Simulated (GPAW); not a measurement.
# W (Fm-3m) in GPAW: settings compared

The runs below take W through band structure, equation of state, with PBEsol, LDA.

Program: GPAW 26.7.0. These are calculated values, not measurements. Logs are shortened: lines on timing, memory, paths and dates and some standing lists are left out, and cuts for length are marked. The log counts tension as positive stress, the text compression.

## Step 1: Starting point

The structure is cubic, space group Fm-3m (No. 225). The conventional cell has a = 4.060 Å, b = 4.060 Å, c = 4.060 Å, α = 90.00°, β = 90.00°, γ = 90.00°. W (site symmetry m-3m) is surrounded by 12 W at 2.87 Å.

This isn't the form of W at room conditions, which is bcc.

## Step 2: Band structure, PBEsol

run.py reads:

```python
from ase import Atoms
from ase.dft.bandgap import bandgap
from ase.io import write
from ase.units import GPa
from gpaw import GPAW, PW, setup_paths

setup_paths.insert(0, '.')

atoms = Atoms(['W'],
              cell=[[0.0, 2.03, 2.03],
                    [2.03, 0.0, 2.03],
                    [2.03, 2.03, 0.0]],
              scaled_positions=[[0.0, 0.0, 0.0]],
              pbc=True)

calc = GPAW(mode=PW(600),
            xc='PBEsol',
            kpts={'size': (11, 11, 11), 'gamma': True},
            occupations={'name': 'fermi-dirac', 'width': 0.05},
            nbands=16,
            convergence={'density': 1e-05, 'energy': 1e-05},
            maxiter=150,
            txt='gpaw.txt')
atoms.calc = calc
energy = atoms.get_potential_energy()
forces = atoms.get_forces()
stress = atoms.get_stress()
calc.write('gs.gpw')
write('result.traj', atoms)
print(f'Energy: {energy:.6f} eV')
print('Forces (eV/A):')
print(forces.round(4))
print('Stress (GPa):', (stress / GPa).round(3))
print('Fermi level:', round(calc.get_fermi_level(), 4), 'eV')
print(f'Gap: {bandgap(calc)[0]:.4f} eV, direct: {bandgap(calc, direct=True)[0]:.4f} eV')

path = atoms.cell.bandpath('GXWKGLUWLK,UX', npoints=100, eps=1e-4)
bs_calc = calc.fixed_density(kpts=path, symmetry='off', nbands=24,
                             convergence={'bands': 'CBM+6.0', 'eigenstates': 1e-6}, txt='bands.txt')
bs = bs_calc.band_structure()
bs.write('bs.json')
print(f'Gap on the path: {bandgap(bs_calc)[0]:.4f} eV')
```

Potentials or basis: PAW data sets generated in the run's folder for this functional, pw.

Started as:

```sh
gpaw-setup -f PBEsol W
OMP_NUM_THREADS=1 python run.py
```

gpaw.txt:

```text
__  _  _
 | _ |_)|_||  |
 |__||  | ||/\| - 26.7.0

Input parameters:
  mode=PW(ecut=600.0),
  convergence={'density': 1e-05, 'energy': 1e-05},
  kpts=MonkhorstPack(size=(11, 11, 11), gamma=True),
  maxiter=150,
  nbands=16,
  occupations=Occupations(name='fermi-dirac', width=0.05),
  xc=XC(name='PBEsol')

Diagonalizing LCAO Hamiltonian
Converting LCAO to pw mode

       W

Atoms  # Å, Bohr magnetons
|   | symbol |        x |        y |        z |    initial magnetic moments |
|---|--------|----------|----------|----------|-----------------------------|
| 0 |      W | 0.000000 | 0.000000 | 0.000000 | ( 0.0000,  0.0000,  0.0000) |

Unit cell  # Å
| periodic |        x |        y |        z |  lengths |    angles |
|----------|----------|----------|----------|----------|-----------|
|      yes | 0.000000 | 2.030000 | 2.030000 | 2.870854 | 60.000000 |
|      yes | 2.030000 | 0.000000 | 2.030000 | 2.870854 | 60.000000 |
|      yes | 2.030000 | 2.030000 | 0.000000 | 2.870854 | 60.000000 |

Number of symmetries: 48
Symmetry operations  # r_c * U_cc + t_c -> r_c
|    | kind |            matrix            |
|----|------|------------------------------|
|  0 |  σ   |  1, 0, 0,  1, 0,-1,  1,-1, 0 |
|  1 |  C2  |  1, 0, 0,  1,-1, 0,  1, 0,-1 |
|  2 |  E   |  1, 0, 0,  0, 1, 0,  0, 0, 1 |
|  3 |  σ   |  1, 0, 0,  0, 0, 1,  0, 1, 0 |
|  4 |  C4  |  1, 0,-1,  1, 0, 0,  1,-1, 0 |
|  5 |  S6  |  1, 0,-1,  1,-1, 0,  1, 0, 0 |
|  6 |  σ   |  1, 0,-1,  0, 1,-1,  0, 0,-1 |
|  7 |  C3  |  1, 0,-1,  0, 0,-1,  0, 1,-1 |
|  8 |  S6  |  1,-1, 0,  1, 0, 0,  1, 0,-1 |
|  9 |  C4  |  1,-1, 0,  1, 0,-1,  1, 0, 0 |
| 10 |  C3  |  1,-1, 0,  0,-1, 1,  0,-1, 0 |
| 11 |  σ   |  1,-1, 0,  0,-1, 0,  0,-1, 1 |
| 12 |  σ   |  0, 1, 0,  1, 0, 0,  0, 0, 1 |
| 13 |  C4  |  0, 1, 0,  0, 1,-1, -1, 1, 0 |
| 14 |  C3  |  0, 1, 0,  0, 0, 1,  1, 0, 0 |
| 15 |  S6  |  0, 1, 0, -1, 1, 0,  0, 1,-1 |
| 16 |  C2  |  0, 1,-1,  1, 0,-1,  0, 0,-1 |
| 17 |  σ   |  0, 1,-1,  0, 1, 0, -1, 1, 0 |
| 18 |  S4  |  0, 1,-1,  0, 0,-1,  1, 0,-1 |
| 19 |  C4  |  0, 1,-1, -1, 1, 0,  0, 1, 0 |
| 20 |  C3  |  0, 0, 1,  1, 0, 0,  0, 1, 0 |
| 21 |  σ   |  0, 0, 1,  0, 1, 0,  1, 0, 0 |
| 22 |  S6  |  0, 0, 1,  0,-1, 1, -1, 0, 1 |
| 23 |  C4  |  0, 0, 1, -1, 0, 1,  0,-1, 1 |
| 24 |  S4  |  0, 0,-1,  1, 0,-1,  0, 1,-1 |
| 25 |  C3  |  0, 0,-1,  0, 1,-1,  1, 0,-1 |
| 26 |  C2  |  0, 0,-1,  0,-1, 0, -1, 0, 0 |
| 27 |  S6  |  0, 0,-1, -1, 0, 0,  0,-1, 0 |
| 28 |  S4  |  0,-1, 1,  1,-1, 0,  0,-1, 0 |
| 29 |  C4  |  0,-1, 1,  0, 0, 1, -1, 0, 1 |
| 30 |  C2  |  0,-1, 1,  0,-1, 0,  1,-1, 0 |
| 31 |  σ   |  0,-1, 1, -1, 0, 1,  0, 0, 1 |
| 32 |  C3  |  0,-1, 0,  1,-1, 0,  0,-1, 1 |
| 33 |  S6  |  0,-1, 0,  0, 0,-1, -1, 0, 0 |
| 34 |  S4  |  0,-1, 0,  0,-1, 1,  1,-1, 0 |
| 35 |  C2  |  0,-1, 0, -1, 0, 0,  0, 0,-1 |
| 36 |  C2  | -1, 1, 0,  0, 1, 0,  0, 1,-1 |
| 37 |  S6  | -1, 1, 0,  0, 1,-1,  0, 1, 0 |
| 38 |  S4  | -1, 1, 0, -1, 0, 1, -1, 0, 0 |
| 39 |  C3  | -1, 1, 0, -1, 0, 0, -1, 0, 1 |
| 40 |  S6  | -1, 0, 1,  0, 0, 1,  0,-1, 1 |
| 41 |  C2  | -1, 0, 1,  0,-1, 1,  0, 0, 1 |
| 42 |  C3  | -1, 0, 1, -1, 1, 0, -1, 0, 0 |
| 43 |  S4  | -1, 0, 1, -1, 0, 0, -1, 1, 0 |
| 44 |  C2  | -1, 0, 0,  0, 0,-1,  0,-1, 0 |
| 45 |  i   | -1, 0, 0,  0,-1, 0,  0, 0,-1 |
| 46 |  σ   | -1, 0, 0, -1, 1, 0, -1, 0, 1 |
| 47 |  C2  | -1, 0, 0, -1, 0, 1, -1, 1, 0 |

BZ-sampling:
  Number of BZ points: 1331
  Number of IBZ points: 56

  Monkhorst-Pack size: [11, 11, 11]
  Monkhorst-Pack shift: [0, 0, 0]

K-points  # in reciprocal-cell coordinates
|     |                                coordinates |     weight |
|-----|--------------------------------------------|------------|
|   0 | (  0.00000000,   0.00000000,   0.00000000) | 0.00075131 |
|   1 | (  0.09090909,   0.09090909,   0.00000000) | 0.00450789 |
|   2 | (  0.09090909,   0.09090909,   0.09090909) | 0.00601052 |
|   3 | (  0.18181818,   0.09090909,   0.09090909) | 0.00901578 |
|   4 | (  0.18181818,   0.18181818,   0.00000000) | 0.00450789 |
|   5 | (  0.18181818,   0.18181818,   0.09090909) | 0.01803156 |
|   6 | (  0.18181818,   0.18181818,   0.18181818) | 0.00601052 |
|   7 | (  0.27272727,   0.18181818,   0.09090909) | 0.01803156 |
|   8 | (  0.27272727,   0.18181818,   0.18181818) | 0.01803156 |
|   9 | (  0.27272727,   0.27272727,   0.00000000) | 0.00450789 |
| ... |                                            |            |
|  55 | (  0.45454545,   0.45454545,   0.45454545) | 0.00601052 |

Plane wave coefficients: 568
Cutoff: 600.0 eV

Spin-components: 1 (collinear spins)
Bands:           16
Projectors:      6
Spin-degeneracy: 2
Datatype:        complex128

Parallelization:
  kpt:    1
  domain: 1
  band:   1

Density:
  Valence electrons: 14.0
  Components: 1
  Grid points: [18 18 18]
  Charge: 0.0  # |e|

Potential:
  Grid points: [18 18 18]

species:
  W:
    name:    Tungsten
    Z:       74.0
    valence: 14
    core:    60
    charge:  0.0  # [|e|]
    compensation charges:
      type: gauss
      rc: 0.40  # [Å]
      lmax: 2
    cutoffs:
      filter: 2.36  # [Å]
      core: 3.02  # [Å]
    projectors
    | kind |    occ | energy [eV] | rcut [Å] |
    |------|--------|-------------|----------|
    |   5s |  2.000 |     -78.864 |    1.344 |
    |   6s |  2.000 |      -5.730 |    1.344 |
    |   5p |  6.000 |     -43.252 |    1.355 |
    |   6p |  0.000 |      -1.338 |    1.355 |
    |   5d |  4.000 |      -4.526 |    1.228 |
    |    d |        |      22.686 |    1.228 |

    Using partial waves for W as LCAO basis

Reference energy: -438642.771174  # eV

eigensolver:
  PPCG
  Converge bands: occupied
  niter=2

density mixing:
  MSR1-Mixer
  Pratt-step length: 0.05
  Maximum mixing coefficient: 0.75
  Old densities: 10
  SVD Regularization: 0.005
  Good broyden scale: 1.0
  Trust region scale: 1.0
  Backstep threshold: 4.0
  History deletion threshold: 6.0
  Fourier metric: weight=20.0, sigma=0.015

occupation numbers:
  Fermi-Dirac:
    width: 0.0500  # eV

poisson solver:
  ecut: 4800.0  # eV

xc functional:
  name: PBEsol with 2 nearest neighbor stencil

convergence criteria:
- Maximum integral of absolute [dens]ity change: 1e-05 electrons / valence electron
- Maximum [total energy] change in last 3 cyles: 1e-05 eV / valence electron
- Maximum integral of absolute [eigenst]ate change: 4e-08 eV^2 / valence electron
maximum number of iterations: 150

SCF iterations
|iter     | |      energy | eigst |  dens |
|---------|-|-------------|-------|-------|
|iter:   1| |  -12.145301 | -0.18 |       |
|iter:   2| |  -12.104062 | -3.27 | -1.22 |
|iter:   3| |  -11.902761 | -2.17 | -1.26 |
|iter:   4| |  -11.903749 | -3.83 | -1.99 |
|iter:   5| |  -11.904387 | -4.78 | -2.37 |
|iter:   6| |  -11.904390 | -7.36 | -3.65 |
|iter:   7| |  -11.904390c| -8.16c| -4.09 |
|iter:   8| |  -11.904390c| -9.14c| -5.43c|

Converged in 8 steps
Energy contributions relative to reference atoms: (reference = -438642.771174)

Energy contributions:
  Kinetic:          -0.689973
  Coulomb:          -1.651804
  Zero:             -0.035562
  External:          0.000000
  Xc:               -9.522699
  Entropy:          -0.008703
  Spinorbit:         0.000000
  ----------------------------
  Free energy:     -11.908742
  Extrapolated:    -11.904390

dipole moment: (-15.169723, -15.169723, -15.169723)  # |e|*Ang

Fermi level: 13.072
Eigenvalues  # (at kpt = [0.000, 0.000, 0.000])
| band index |      eig [eV] | occ [0-2] |
|------------|---------------|-----------|
|          0 |       -60.395 |     2.000 |
|          1 |       -24.307 |     2.000 |
|          2 |       -24.307 |     2.000 |
|          3 |       -24.307 |     2.000 |
|          4 |         4.220 |     2.000 |
|          5 |        12.533 |     2.000 |
|          6 |        12.533 |     2.000 |
|          7 |        12.533 |     2.000 |
|          8 |        15.552 |     0.000 |
|          9 |        15.552 |     0.000 |
|         10 |        26.061 |     0.000 |
|         11 |        31.232 |     0.000 |
|         12 |        31.232 |     0.000 |
|         13 |        31.232 |     0.000 |
|         14 |        35.326 |     0.000 |
|         15 |        46.322 |     0.000 |

No gap
No difference between direct/indirect transitions

Forces  # eV/Ang
|       x |       y |       z |
|---------|---------|---------|
| 0.00000 | 0.00000 | 0.00000 |  # W    0

Stress tensor  # eV/Ang^3
|        x |        y |        z |
|----------|----------|----------|
| 0.081520 | 0.000000 | 0.000000 |
| 0.000000 | 0.081520 | 0.000000 |
| 0.000000 | 0.000000 | 0.081520 |

# Writing to gs.gpw (mode='')
```

Run time: 22 s. Hardware: 1 thread of Arm Neoverse V2, shared host; peak memory 0.18 GiB.

What came out:

| Quantity | Value |
| --- | --- |
| Free energy | -11.9087 eV |
| Pressure | -13.1 GPa |
| Band gap along the path | none (metal or under the smearing width) |

Levels at the corners of the path, in eV from the Fermi level:
```csv
point,band 3,band 4,band 5,band 6,band 7,band 8,band 9,band 10
Γ,-37.38,-37.38,-8.85,-0.54,-0.54,-0.54,2.48,2.48
X,-37.77,-37.77,-5.34,-4.38,2.95,4.86,5.62,5.62
W,-38.08,-37.78,-3.64,-1.97,-1.97,1.24,5.63,9.94
K,-38.00,-37.68,-4.23,-3.20,-0.13,2.55,4.54,7.51
Γ,-37.38,-37.38,-8.85,-0.54,-0.54,-0.54,2.48,2.48
L,-37.52,-37.52,-5.47,-0.76,-0.76,0.59,4.90,4.90
U,-38.00,-37.68,-4.23,-3.20,-0.13,2.55,4.54,7.51
W,-38.08,-37.78,-3.64,-1.97,-1.97,1.24,5.63,9.94
L,-37.52,-37.52,-5.47,-0.76,-0.76,0.59,4.90,4.90
K,-38.00,-37.68,-4.23,-3.20,-0.13,2.55,4.54,7.51
U,-38.00,-37.68,-4.23,-3.20,-0.13,2.55,4.54,7.51
X,-37.77,-37.77,-5.34,-4.38,2.95,4.86,5.62,5.62
```

Caveat: spin-orbit coupling is left out, which moves the levels of the heavy elements.

## Step 3: Band structure, LDA

Changes to run.py since step 2:

```diff
@@ -4,5 +4,3 @@
 from ase.units import GPa
-from gpaw import GPAW, PW, setup_paths
-
-setup_paths.insert(0, '.')
+from gpaw import GPAW, PW
 
@@ -16,3 +14,3 @@
 calc = GPAW(mode=PW(600),
-            xc='PBEsol',
+            xc='LDA',
             kpts={'size': (11, 11, 11), 'gamma': True},
```

Potentials or basis: the program's PAW data sets (release 1.2.1) made for this functional, pw.

Started as:

```sh
OMP_NUM_THREADS=1 python run.py
```

Wall time 19 s (1 thread of Arm Neoverse V2, shared host); peak memory 0.18 GiB.

It converged, with:

- Free energy: -12.2633 eV
- Pressure: -18.5 GPa
- Band gap along the path: none (metal or under the smearing width)

Levels at the corners of the path, in eV from the Fermi level:
```csv
point,band 5,band 6,band 7,band 8,band 9,band 10
Γ,-8.78,-0.54,-0.54,-0.54,2.45,2.45
X,-5.30,-4.35,3.05,4.83,5.61,5.61
W,-3.59,-1.93,-1.93,1.24,5.62,9.91
K,-4.20,-3.16,-0.08,2.54,4.53,7.53
Γ,-8.78,-0.54,-0.54,-0.54,2.45,2.45
L,-5.43,-0.76,-0.76,0.71,4.88,4.88
U,-4.20,-3.16,-0.08,2.54,4.53,7.53
W,-3.59,-1.93,-1.93,1.24,5.62,9.91
L,-5.43,-0.76,-0.76,0.71,4.88,4.88
K,-4.20,-3.16,-0.08,2.54,4.53,7.53
U,-4.20,-3.16,-0.08,2.54,4.53,7.53
X,-5.30,-4.35,3.05,4.83,5.61,5.61
```

Caveat: spin-orbit coupling is left out, which moves the levels of the heavy elements.

## Step 4: Equation of state, LDA

run.py reads:

```python
from ase import Atoms
from ase.eos import EquationOfState
from ase.io import Trajectory
from ase.units import GPa
from gpaw import GPAW, PW

atoms = Atoms(['W'],
              cell=[[0.0, 2.03, 2.03],
                    [2.03, 0.0, 2.03],
                    [2.03, 2.03, 0.0]],
              scaled_positions=[[0.0, 0.0, 0.0]],
              pbc=True)

traj = Trajectory('eos.traj', 'w')
volumes, energies = [], []
for x in [0.94, 0.96, 0.98, 1.0, 1.02, 1.04, 1.06]:
    a = atoms.copy()
    a.set_cell(atoms.cell * x**(1 / 3), scale_atoms=True)
    calc = GPAW(mode=PW(600),
                xc='LDA',
                kpts={'size': (11, 11, 11), 'gamma': True},
                occupations={'name': 'fermi-dirac', 'width': 0.05},
                nbands=16,
                convergence={'density': 1e-05, 'energy': 1e-05},
                maxiter=150,
                txt=f'eos-{x:.2f}.txt')
    a.calc = calc
    energies.append(a.get_potential_energy(force_consistent=True))
    volumes.append(a.get_volume())
    p = -a.get_stress()[:3].mean() / GPa
    calc.write(f'eos-{x:.2f}.gpw')
    traj.write(a)
    print(f'{x:.2f} {volumes[-1]:10.4f} A^3 {energies[-1]:14.6f} eV {p:9.3f} GPa', flush=True)

v0, e0, B = EquationOfState(volumes, energies, eos='birchmurnaghan').fit()
print(f'V0 = {v0:.4f} A^3, E0 = {e0:.6f} eV, B0 = {B / GPa:.2f} GPa')
```

Started as:

```sh
OMP_NUM_THREADS=1 python run.py
```

It took 57 s on 1 thread of Arm Neoverse V2, shared host; peak memory 0.19 GiB.

Results (log left out):

```yaml
Equilibrium_volume: "15.67 Å³/atom (rough: see the caveat)"
Bulk_modulus: 326 GPa (rough)
```

Energy against volume, from the lowest point:
```csv
volume (Å³/atom),energy (meV/atom)
15.727,0.00
16.062,9.27
16.396,31.23
16.731,64.56
17.065,108.05
17.400,160.59
17.735,221.18
```

Caveat: the minimum lies outside the volumes run.

## Step 5: The runs side by side

```tsv
task	level	potentials or basis	band path	band points	pressure (GPa)
band structure	PBEsol	PAW data sets generated in the run's folder for this functional, pw	GXWKGLUWLK,UX	100	-13.1
band structure	LDA	the program's PAW data sets (release 1.2.1) made for this functional, pw	GXWKGLUWLK,UX	100	-18.5
equation of state	LDA	the program's PAW data sets (release 1.2.1) made for this functional, pw	-	-	-
```

Alike in all rows: no spin polarisation; cell as given; k mesh 11 × 11 × 11; cutoff (eV) 600; smearing fermi-dirac 0.05 eV.

Caveats: spin-orbit coupling is left out, which moves the levels of the heavy elements (some runs); the minimum lies outside the volumes run (some runs).

Absolute energies hang on the potentials; compare differences alone.
